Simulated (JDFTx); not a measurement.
Write the native input for JDFTx 1.7.0 (patched build) that does the following.

```
Task                                    : relaxation of cell and atoms
Functional                              : PBE
Potentials or basis                     : SG15-PBE-1.2 with smoothed tails
Cutoff                                  : 1088 eV
Density cutoff                          : 4354 eV
k mesh                                  : 9 × 9 × 9
Occupations                             : fermi-dirac, width 0.05 eV
Spin                                    : no spin polarisation
Local potential set to -Z/r beyond      : 6 bohr
Bands                                   : 20
Density cutoff over wavefunction cutoff : 4
Max SCF steps                           : 100
SCF threshold on the energy             : 1e-09 Ha
Solver of the electrons                 : scf
Further solve for the empty bands       : no
```

Crystal: Ta.

```xyz
1
Lattice="-1.6513 1.6513 1.6513 1.6513 -1.6513 1.6513 1.6513 1.6513 -1.6513" Properties=species:S:1:pos:R:3 pbc="T T T"
Ta    0.0000    0.0000    0.0000
```

One way to write it, as run:

Ta.in

```
include Ta.lattice
coords-type Lattice
include Ta.ionpos

ion-species pseudo/Ta.upf
elec-cutoff 40
elec-ex-corr gga-PBE
kpoint-folding 9 9 9
elec-smearing Fermi 0.0018374661
elec-n-bands 20
electronic-SCF nIterations 100 energyDiffThreshold 1e-09
electronic-minimize nIterations 30 energyDiffThreshold 1e-7
forces-output-coords Cartesian
lattice-minimize nIterations 40 energyDiffThreshold 1e-6

dump-name run.$VAR
dump End Ecomponents EigStats BandEigs Kpoints Forces Stress
```

Ta.lattice

```
lattice \
   -3.1204669551     3.1204669551     3.1204669551 \
    3.1204669551    -3.1204669551     3.1204669551 \
    3.1204669551     3.1204669551    -3.1204669551
```

Ta.ionpos

```
ion Ta     0.0000000000     0.0000000000     0.0000000000 1
```

Potentials or basis: SG15-PBE-1.2 with smoothed tails.

Launch:

```sh
$ jdftx -c 1 -i Ta.in -o Ta.out
```

It gave:

```yaml
Relaxed_volume: 18.38 Å³/atom
Relaxed_cell: a = 2.879 Å, b = 2.879 Å, c = 2.879 Å, α = 109.47°, β = 109.47°, γ = 109.47°
Space_group_after_relaxing_to_0.05_Å: Im-3m (No. 229)
Energy_gained_by_relaxing: 4.2 meV/atom
Ionic_steps: 5
Pressure_after_relaxing: 0.0 GPa
Band_gap_on_the_k_mesh: none (metal or under the smearing width)
```

Run time: 68 s on 1 thread of AMD EPYC 9R45 96-Core Processor (Zen 5) (shared host), peak memory 0.08 GiB.
